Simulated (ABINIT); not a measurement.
# PbS (Cmcm) in ABINIT: convergence with cutoff

Aim: find how far cutoff must go before the results for PbS settle, at BLYP. This setting moves, with any that are tied to it; all else stays.

All numbers are computed with ABINIT 10.8.3 (patched build); they aren't measurements. Logs are shortened: lines on timing, memory, paths and dates and some standing lists are left out, and cuts for length are marked. The log counts tension as positive stress, the text compression.

## Step 1: Starting point

Symmetry: Cmcm, No. 63, orthorhombic system. Conventional cell: a = 4.160 Å, b = 11.983 Å, c = 4.279 Å, α = 90.00°, β = 90.00°, γ = 90.00°. Pb (site symmetry m2m) has 5 S at 2.69 to 2.99 Å as nearest neighbours. S (site symmetry m2m) has 5 Pb at 2.69 to 2.99 Å as nearest neighbours.

Measurements of this composition are mostly on another form, of space group No. 225.

## Step 2: With cutoff 8 Ha

File run.abi:

```
# Pseudopotentials
pp_dirpath "./"
pseudos "Pb.GGA_PBE-JTH_sp.xml, S.GGA_PBE-JTH.xml"

# Structure
acell 6.3420691685 6.3420691685 4.27932094 Angstrom
rprim
     0.3279612126    -0.9446911892     0.0000000000
     0.3279612126     0.9446911892     0.0000000000
     0.0000000000     0.0000000000     1.0000000000
ntypat 2
znucl 82 16
natom 4
typat 1 1 2 2
xred
     0.1305633500     0.8694366500     0.2500000000
     0.8694366500     0.1305633500     0.7500000000
     0.3547970900     0.6452029100     0.2500000000
     0.6452029100     0.3547970900     0.7500000000
chkprim 0
chksymtnons 0
tolsym 1.0e-6

# Plane-wave basis
ecut 8.0
pawecutdg 54.0
pawxcdev 0

# k points
kptopt 1
ngkpt 7 7 6
nshiftk 1
shiftk 0.0 0.0 0.0

# Exchange and correlation
ixc -106131

# Bands and occupations
nband 14
occopt 3
tsmear 0.05 eV

# SCF cycle
nstep 100
tolvrs 1.0e-9

# Output
iomode 3
prtwf 0
prtden 0
prteig 0
prtebands 0
enunit 1
```

Potentials or basis: JTH PAW PBE v2.0 sp.

The run is started by

```console
$ abinit run.abi > log 2>&1
```

run.abo:

```text
.Version 10.8.3 of ABINIT
 Symmetries : space group Cm c m (# 63); Bravais oC (1-face-center ortho.)
================================================================================
 Values of the parameters that define the memory need of the present run
     intxc =       0    ionmov =       0      iscf =      17    lmnmax =      13
     lnmax =       5     mgfft =      32  mpssoang =       3    mqgrid =    3001
     natom =       4  nloc_mem =       2    nspden =       1   nspinor =       1
    nsppol =       1      nsym =       8    n1xccc =       1    ntypat =       2
    occopt =       3   xclevel =       2
       mpw =         789          nfft =       24576          nkpt =          64
 PAW method is used; the additional fine FFT grid is defined by:
   mgfftf=        80    nfftf =    345600
================================================================================
================================================================================

--------------------------------------------------------------------------------
------------- Echo of variables that govern the present computation ------------
--------------------------------------------------------------------------------
 -outvars: echo values of preprocessed input variables --------
            acell      1.1984773800E+01  1.1984773800E+01  8.0867445815E+00 Bohr
              amu      2.07200000E+02  3.20660000E+01
          chkprim           0
      chksymtnons           0
             ecut      8.00000000E+00 Hartree
           enunit           1
                       outvar_i_n : Printing only first  50 k-points.
              ixc     -106131
                       outvar_i_n : Printing only first  50 k-points.
         kptrlatt        7    0    0      0    7    0      0    0    6
          kptrlen      4.85204675E+01
            natom           4
            nband          14
            ngfft          32      32      24
          ngfftdg          80      80      54
             nkpt          64
            nstep         100
             nsym           8
           ntypat           2
                       prtocc : prtvol=0, do not print more k-points.
           occopt           3
        pawecutdg      5.40000000E+01 Hartree
         pawxcdev           0
           prtden           0
        prtebands           0
           prteig           0
            prtwf           0
            rprim      3.2796121260E-01 -9.4469118920E-01  0.0000000000E+00
                       3.2796121260E-01  9.4469118920E-01  0.0000000000E+00
                       0.0000000000E+00  0.0000000000E+00  1.0000000000E+00
          spgroup          63
           tolsym      1.00000000E-06
           tolvrs      1.00000000E-09
           tsmear      1.83746611E-03 Hartree
            typat      1  1  2  2
           useylm           1
                       outvars : Printing only first  50 k-points.
           xangst      2.0799526949E+00  4.4268092858E+00  1.0698302350E+00
                       2.0799526949E+00 -4.4268092858E+00  3.2094907050E+00
                       2.0799526949E+00  1.7399074789E+00  1.0698302350E+00
                       2.0799526949E+00 -1.7399074789E+00  3.2094907050E+00
            xcart      3.9305409482E+00  8.3654571617E+00  2.0216861454E+00
[... 153 lines left out ...]
 cartesian forces (hartree/bohr) at end:
    1      0.00000000000000     0.00753530902578     0.00000000000000
    2     -0.00000000000000    -0.00753530902578     0.00000000000000
    3      0.00000000000000    -0.00684758624813    -0.00000000000000
    4     -0.00000000000000     0.00684758624813     0.00000000000000
 frms,max,avg= 4.1567279E-03 7.5353090E-03   0.000E+00  0.000E+00  0.000E+00 h/b

 cartesian forces (eV/Angstrom) at end:
    1      0.00000000000000     0.38748116944128     0.00000000000000
    2     -0.00000000000000    -0.38748116944128     0.00000000000000
    3      0.00000000000000    -0.35211704234005    -0.00000000000000
    4     -0.00000000000000     0.35211704234005     0.00000000000000
 frms,max,avg= 2.1374754E-01 3.8748117E-01   0.000E+00  0.000E+00  0.000E+00 e/A
 length scales= 11.984773800029 11.984773800029  8.086744581462 bohr
              =  6.342069168500  6.342069168500  4.279320940000 angstroms
 Fermi (or HOMO) energy (eV) =   2.25181   Average Vxc (eV)=  -8.86790
 Eigenvalues (   eV  ) for nkpt=  64  k points:
 kpt#   1, nband= 14, wtk=  0.00340, kpt=  0.0000  0.0000  0.0000 (reduced coord)
 -11.33657   -9.72726   -5.30819   -4.35116   -2.47252   -1.21565   -0.67128    0.06145
   0.24101    1.19102    6.32357    6.51730    6.63531    7.18255
 prteigrs : prtvol=0 or 1, do not print more k-points.

--- !EnergyTerms
iteration_state     : {dtset: 1, }
comment             : Components of total free energy in Hartree
kinetic             :  1.14207310631698E+01
hartree             :  3.89181274487092E+00
xc                  : -1.54017962017641E+01
Ewald energy        : -2.54506879435205E+01
psp_core            :  2.44994020893926E+00
local_psp           : -1.38964719763038E+01
PAW spherical_terms :  8.97041372796693E+00
internal            : -2.80160583766415E+01
'-kT*entropy'       : -4.38480561066157E-09
total_energy        : -2.80160583810263E+01
total_energy_eV     : -7.62355785696059E+02
...

--- !EnergyTermsDC
iteration_state     : {dtset: 1, }
comment             : '"Double-counting" decomposition of free energy'
band_energy         : -2.43110707215232E+00
Ewald energy        : -2.54506879435205E+01
psp_core            :  2.44994020893926E+00
xc_dc               : -7.68594795606301E+00
PAW spherical_terms :  5.10174492043826E+00
internal            : -2.80160578423583E+01
'-kT*entropy'       : -4.38480561066157E-09
total_energy_dc     : -2.80160578467431E+01
total_energy_dc_eV  : -7.62355771157473E+02
...

--- !EnergyTermsWithPAWCore
iteration_state     : {dtset: 1, }
comment             : 'Components of total free energy, including PAW core contributions'
Total energy        : -4.25649029947381E+04
Total energy DC     : -4.25649029942038E+04
Total energy (eV)   : -1.15825001591253E+06
Total energy DC (eV): -1.15825001589799E+06
...

 Cartesian components of stress tensor (hartree/bohr^3)
  sigma(1 1)= -1.07355603E-04  sigma(3 2)=  0.00000000E+00
  sigma(2 2)= -1.53001268E-04  sigma(3 1)=  0.00000000E+00
  sigma(3 3)= -1.07461835E-04  sigma(2 1)=  0.00000000E+00

-Cartesian components of stress tensor (GPa)         [Pressure=  3.6072E+00 GPa]
- sigma(1 1)= -3.15851089E+00  sigma(3 2)=  0.00000000E+00
- sigma(2 2)= -4.50145272E+00  sigma(3 1)=  0.00000000E+00
- sigma(3 3)= -3.16163635E+00  sigma(2 1)=  0.00000000E+00

== END DATASET(S) ==============================================================
================================================================================

 -outvars: echo values of variables after computation  --------
            acell      1.1984773800E+01  1.1984773800E+01  8.0867445815E+00 Bohr
           etotal     -2.8016057847E+01
            fcart      2.0551145165E-18  7.5353090258E-03  5.6188726728E-29
                      -1.1877527785E-18 -7.5353090258E-03  4.3702343011E-29
                       3.8214498700E-19 -6.8475862481E-03 -2.4972767435E-28
                      -1.2495067250E-18  6.8475862481E-03  1.4983660461E-28
            rprim      3.2796121260E-01 -9.4469118920E-01  0.0000000000E+00
                       3.2796121260E-01  9.4469118920E-01  0.0000000000E+00
                       0.0000000000E+00  0.0000000000E+00  1.0000000000E+00
           strten     -1.0735560325E-04 -1.5300126817E-04 -1.0746183530E-04
                       0.0000000000E+00  0.0000000000E+00  0.0000000000E+00
           xangst      2.0799526949E+00  4.4268092858E+00  1.0698302350E+00
                       2.0799526949E+00 -4.4268092858E+00  3.2094907050E+00
                       2.0799526949E+00  1.7399074789E+00  1.0698302350E+00
                       2.0799526949E+00 -1.7399074789E+00  3.2094907050E+00
             xred      1.3056335000E-01  8.6943665000E-01  2.5000000000E-01
                       8.6943665000E-01  1.3056335000E-01  7.5000000000E-01
                       3.5479709000E-01  6.4520291000E-01  2.5000000000E-01
                       6.4520291000E-01  3.5479709000E-01  7.5000000000E-01
 Calculation completed.
```

Run time: 36 s. Hardware: 1 thread of Arm Neoverse V2, shared host; peak memory 0.21 GiB.

What came out:

| Quantity | Value |
| --- | --- |
| Free energy | -762.3558 eV |
| Largest force | 0.387 eV/Å |
| Band gap on the k mesh | 1.29 eV, indirect (least direct gap 1.49 eV) |
| Valence electrons inside the program's atomic spheres | Pb 2.56; S 3.57 |

## Step 3: With cutoff 10 Ha

Edit run.abi of step 2 so:

```diff
@@ -24,3 +24,3 @@
 # Plane-wave basis
-ecut 8.0
+ecut 10.0
 pawecutdg 54.0
```

Potentials or basis: JTH PAW PBE v2.0 sp.

The run is started by

```console
$ abinit run.abi > log 2>&1
```

Run time: 49 s. Hardware: 1 thread of Arm Neoverse V2, shared host; peak memory 0.22 GiB.

The run converged. Its results:

```
Free energy                                           : -762.5858 eV
Largest force                                         : 0.376 eV/Å
Band gap on the k mesh                                : 1.29 eV, indirect (least direct gap 1.49 eV)
Valence electrons inside the program's atomic spheres : Pb 2.56; S 3.57
```

## Step 4: With cutoff 12 Ha

Edit run.abi of step 3 so:

```diff
@@ -24,3 +24,3 @@
 # Plane-wave basis
-ecut 10.0
+ecut 12.0
 pawecutdg 54.0
```

The run is started by

```console
$ abinit run.abi > log 2>&1
```

It took 63 s on 1 thread of Arm Neoverse V2, shared host; peak memory 0.23 GiB.

The run converged. Its results:

* Free energy: -762.6281 eV
* Largest force: 0.370 eV/Å
* Band gap on the k mesh: 1.29 eV, indirect (least direct gap 1.49 eV)
* Valence electrons inside the program's atomic spheres: Pb 2.56; S 3.56

## Step 5: With cutoff 14 Ha

Edit run.abi of step 4 so:

```diff
@@ -24,3 +24,3 @@
 # Plane-wave basis
-ecut 12.0
+ecut 14.0
 pawecutdg 54.0
```

The run is started by

```console
$ abinit run.abi > log 2>&1
```

It took 80 s on 1 thread of Arm Neoverse V2, shared host; peak memory 0.25 GiB.

The run converged. Its results:

| Quantity | Value |
| --- | --- |
| Free energy | -762.6354 eV |
| Largest force | 0.366 eV/Å |
| Band gap on the k mesh | 1.28 eV, indirect (least direct gap 1.48 eV) |
| Valence electrons inside the program's atomic spheres | Pb 2.56; S 3.56 |

## Step 6: With cutoff 17 Ha

Edit run.abi of step 5 so:

```diff
@@ -24,3 +24,3 @@
 # Plane-wave basis
-ecut 14.0
+ecut 17.0
 pawecutdg 54.0
```

Potentials or basis: JTH PAW PBE v2.0 sp.

The run is started by

```console
$ abinit run.abi > log 2>&1
```

Run time: 98 s. Hardware: 1 thread of Arm Neoverse V2, shared host; peak memory 0.27 GiB.

The run converged. Its results:

```yaml
Free_energy: -762.6414 eV
Pressure: 5.2 GPa
Largest_force: 0.363 eV/Å
Band_gap_on_the_k_mesh: 1.28 eV, indirect (least direct gap 1.48 eV)
Valence_electrons_inside_the_program's_atomic_spheres: Pb 2.56; S 3.56
```

## Step 7: With cutoff 20 Ha

Edit run.abi of step 6 so:

```diff
@@ -24,3 +24,3 @@
 # Plane-wave basis
-ecut 17.0
+ecut 20.0
 pawecutdg 54.0
```

The run is started by

```console
$ abinit run.abi > log 2>&1
```

It took 2.5 min on 1 thread of Arm Neoverse V2, shared host; peak memory 0.3 GiB.

It converged, with:

- Free energy: -762.6452 eV
- Pressure: 5.2 GPa
- Largest force: 0.362 eV/Å
- Band gap on the k mesh: 1.28 eV, indirect (least direct gap 1.48 eV)
- Valence electrons inside the program's atomic spheres: Pb 2.56; S 3.56

## Step 8: With cutoff 23 Ha

Edit run.abi of step 7 so:

```diff
@@ -24,3 +24,3 @@
 # Plane-wave basis
-ecut 20.0
+ecut 23.0
 pawecutdg 54.0
```

The run is started by

```console
$ abinit run.abi > log 2>&1
```

Run time: 3 min. Hardware: 1 thread of Arm Neoverse V2, shared host; peak memory 0.32 GiB.

It converged, with:

| Item | Value |
| --- | --- |
| Free energy | -762.6465 eV |
| Pressure | 5.2 GPa |
| Largest force | 0.361 eV/Å |
| Band gap on the k mesh | 1.28 eV, indirect (least direct gap 1.48 eV) |
| Valence electrons inside the program's atomic spheres | Pb 2.56; S 3.56 |

## Step 9: With cutoff 27 Ha

Edit run.abi of step 8 so:

```diff
@@ -24,3 +24,3 @@
 # Plane-wave basis
-ecut 23.0
+ecut 27.0
 pawecutdg 54.0
```

Potentials or basis: JTH PAW PBE v2.0 sp.

The run is started by

```console
$ abinit run.abi > log 2>&1
```

Wall time 3.6 min (1 thread of Arm Neoverse V2, shared host); peak memory 0.36 GiB.

The run converged. Its results:

| Property | Result |
| --- | --- |
| Free energy | -762.6471 eV |
| Pressure | 5.2 GPa |
| Largest force | 0.361 eV/Å |
| Band gap on the k mesh | 1.28 eV, indirect (least direct gap 1.48 eV) |
| Valence electrons inside the program's atomic spheres | Pb 2.56; S 3.56 |

## Step 10: With cutoff 32 Ha

Edit run.abi of step 9 so:

```diff
@@ -24,3 +24,3 @@
 # Plane-wave basis
-ecut 27.0
+ecut 32.0
 pawecutdg 54.0
```

The run is started by

```console
$ abinit run.abi > log 2>&1
```

It took 5 min on 1 thread of Arm Neoverse V2, shared host; peak memory 0.42 GiB.

Results (log left out):

```
Free energy                                           : -762.6481 eV
Pressure                                              : 5.2 GPa
Largest force                                         : 0.361 eV/Å
Band gap on the k mesh                                : 1.28 eV, indirect (least direct gap 1.48 eV)
Valence electrons inside the program's atomic spheres : Pb 2.56; S 3.56
```

## Step 11: The series at a glance

```
cutoff  energy less the tightest run, at zero smearing (meV/atom)  largest force (eV/Å)  gap on the mesh (eV)  SCF cycles  CPU time (s)  peak memory (GiB)
  8 Ha                                                      73.08                 0.387                 1.294          13            36               0.21
 10 Ha                                                      15.58                 0.376                 1.291          14            49               0.22
 12 Ha                                                       5.00                 0.370                 1.286          14            63               0.23
 14 Ha                                                       3.17                 0.366                 1.282          13            80               0.25
 17 Ha                                                       1.68                 0.363                 1.279          13            98               0.27
 20 Ha                                                       0.71                 0.362                 1.278          16           150                0.3
 23 Ha                                                       0.40                 0.361                 1.277          17           180               0.32
 27 Ha                                                       0.25                 0.361                 1.277          16           220               0.36
 32 Ha                                                       0.00                 0.361                 1.277          18           300               0.42
```

Against the tightest run, the energy stays within 1 meV/atom from 20 Ha on; the largest force stays within 0.005 eV/Å from 17 Ha on; the gap on the mesh stays within 0.01 eV from 12 Ha on. The tightest run that finished is the yardstick and may itself not be fully converged.

Caveats: the PAW data sets were made with another functional, which shifts forces and pressure a little; spin-orbit coupling is left out, which as a rule narrows the gap of such compounds by several tenths of an eV; this set keeps more shells in the core, which shifts pressures and gaps; an odd mesh through Γ misses points on the zone boundary, where band edges often lie.
